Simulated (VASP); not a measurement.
**BN: single point with PBE**

BN:

```
B N
1.0
     2.70683   -0.05621    0.02410
    -1.39429    2.24532    0.07507
    -0.62722   -0.97366    3.09957
B N
1 1
Direct
  0.97471 0.95673 0.99721
  0.67344 0.35915 0.98960
```

The cell comes from a database or a generator and needn't be the stable form of this composition.

The cell isn't the ideal one: strained and moved within the space group.

```yaml
Program: VASP 6.6.1
Task: single point
Functional: PBE
Potentials_or_basis: VASP PAW PBE potentials, release 64 (B, N)
Cutoff: 520 eV
k_mesh: 14 × 14 × 14
Occupations: gaussian, width 0.02 eV
Spin: no spin polarisation
Dipole_correction: no
Further_INCAR_settings: ALGO = Fast; EDIFF = 1e-07; NBANDS = 11
```

```
Pressure               : -12.2 GPa
Largest force          : 6.588 eV/Å
Band gap on the k mesh : 3.10 eV, indirect (least direct gap 3.79 eV)
```

Forces in eV/Å, atoms in the order of the input:
```
B    0.169  6.586  0.032
N   -0.169 -6.586 -0.032
```

Stress tensor (GPa, compression positive):
```
-52.02   9.09  -0.93
  9.09   9.69   0.71
 -0.93   0.71   5.74
```

Levels at points of the mesh, in eV from the valence-band top:
| k point | band 2 | band 3 | band 4 | band 5 | band 6 | band 7 |
| --- | --- | --- | --- | --- | --- | --- |
| (0.00, 0.00, 0.00) | -3.26 | -3.05 | -0.24 | 4.97 | 7.75 | 11.22 |
| (0.50, 0.00, 0.00) | -8.39 | -4.20 | -1.10 | 5.26 | 7.25 | 12.83 |
| (0.00, 0.50, 0.00) | -8.60 | -3.88 | -0.15 | 4.10 | 7.55 | 12.75 |
| (0.50, 0.50, 0.00) | -8.53 | -3.78 | -0.73 | 6.75 | 8.10 | 11.63 |
| (0.00, 0.00, 0.50) | -6.03 | -3.04 | -0.23 | 7.51 | 9.17 | 9.81 |
| (0.50, 0.00, 0.50) | -8.28 | -4.13 | -1.50 | 4.37 | 7.56 | 13.22 |
| (0.00, 0.50, 0.50) | -8.44 | -3.85 | -0.70 | 3.10 | 7.79 | 13.64 |
| (0.50, 0.50, 0.50) | -8.07 | -3.83 | -2.57 | 3.58 | 8.53 | 14.50 |

It took 2.5 min on 1 thread of Intel(R) Xeon(R) Platinum 8488C (Sapphire Rapids), on a shared host, peak memory 0.36 GiB.

Caveat: forces of over 1 eV/Å show positions far from the minimum, so gaps and moduli don't describe the material at rest. A k mesh can miss the band edges.
